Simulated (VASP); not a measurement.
The system is CdO.

```
Cd O
1.0
     0.00000    2.10550    2.10550
     2.10550    0.00000    2.10550
     2.10550    2.10550    0.00000
Cd O
1 1
Direct
  0.00000 0.00000 0.00000
  0.50000 0.50000 0.50000
```

The cell was built by a generator and isn't the measured one.

Base run:

- Program: VASP 6.6.1
- Functional: TB-mBJ
- Potentials or basis: VASP PAW PBE potentials, release 64 (Cd, O)
- Cutoff: 520 eV
- k mesh: 8 × 8 × 8
- Occupations: fermi-dirac, width 0.05 eV
- Spin: no spin polarisation

Its results: band gap on the k mesh 2.07 eV, indirect (least direct gap 5.18 eV).

The run is repeated on the same cell with these changes: functional from TB-mBJ to PBE0. What comes out?

Band gap on the k mesh 2.53 eV, indirect (least direct gap 5.76 eV).

A k mesh can miss the band edges.
